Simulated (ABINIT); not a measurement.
Runs of ABINIT 10.8.3 (patched build) on Al. The structure is cubic, space group Im-3m (No. 229). The conventional cell has a = 3.182 Å, b = 3.182 Å, c = 3.182 Å, α = 90.00°, β = 90.00°, γ = 90.00°. Around Al (site symmetry m-3m) lie 8 Al at 2.76 Å. This isn't the form of Al at room conditions, which is fcc.

| level | gap on the mesh (eV) | pressure (GPa) |
| --- | --- | --- |
| PBE | none | 3.7 |
| revPBE | none | 4.5 |
| LDA | none | (a) |
| PBEsol | none | 2.5 |
| SCAN | none | 3.7 |

Alike in all rows: task single point; potentials or basis JTH PAW PBE v2.0; no spin polarisation; cell as given; k mesh 12 × 12 × 12; cutoff (eV) 490; smearing fermi-dirac 0.05 eV.

Task: Fill in the values left out.

Result: (a) 1.4.

Caveats: the PAW data sets were made with another functional, which shifts forces and pressure a little (some runs).

A gap of «none» marks a metal or a gap under the smearing width.
